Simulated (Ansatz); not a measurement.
A surface is cut from this relaxed crystal of TiSi₂:

```
Ti Si
1.0
     1.76421   -6.75544    0.00000
     1.76421    6.75544    0.00000
     0.00000    0.00000    3.56456
Ti Si
2 4
Direct
  0.89683 0.10317 0.75000
  0.10317 0.89683 0.25000
  0.55830 0.44170 0.75000
  0.44170 0.55830 0.25000
  0.24981 0.75019 0.75000
  0.75019 0.24981 0.25000
```

Miller indices refer to the conventional cell of Cmcm (No. 63), a = 3.528 Å, b = 13.511 Å, c = 3.565 Å, α = 90.00°, β = 90.00°, γ = 90.00°.

The (010) slab of 10 planes, 11.5 Å thick with 15 Å of vacuum as cut; outer planes Ti (top) and Si (bottom).

Method: DFT r2SCAN, scalar-relativistic, plane waves, PAW (Ansatz 0.2.0). Cutoff 500 eV; k points 10×10×1 on the computed 12-atom cell (Γ-centred); Gaussian smearing, width 0.10 eV; no spin polarisation. A dipole correction removes the field between periodic images along c.

Results for the relaxed slab:

* Surface energy (mean of both faces): 2.04 J/m²
* Work function: 3.64 eV (top), 5.25 eV (bottom)
* Dipole of the slab along +c, per cell: 0.11 e·Å

Relaxation lowers the energy by 0.216 J/m² a face; the largest move is 0.295 Å.

```
plane (bottom to top) atoms spacing to next, bulk (Å) relaxed (Å) change (%) rumpling (Å)
                    1    Si2                      1.984        2.107        +6.2         0.057
                    2     Ti                      0.606        0.455       -25.0         0.000
                    3     Si                      1.576        1.643        +4.3         0.000
                    4     Si                      0.606        0.633        +4.4         0.000
                    5     Ti                      1.984        1.998        +0.7         0.000
                    6    Si2                      1.984        1.981        -0.1         0.019
                    7     Ti                      0.606        0.718       +18.5         0.000
                    8     Si                      1.576        1.757       +11.5         0.000
                    9     Si                      0.606        0.148       -75.6         0.000
                   10     Ti                                                             0.000
```

The reference crystal is a form of TiSi2, which isn't its usual structure.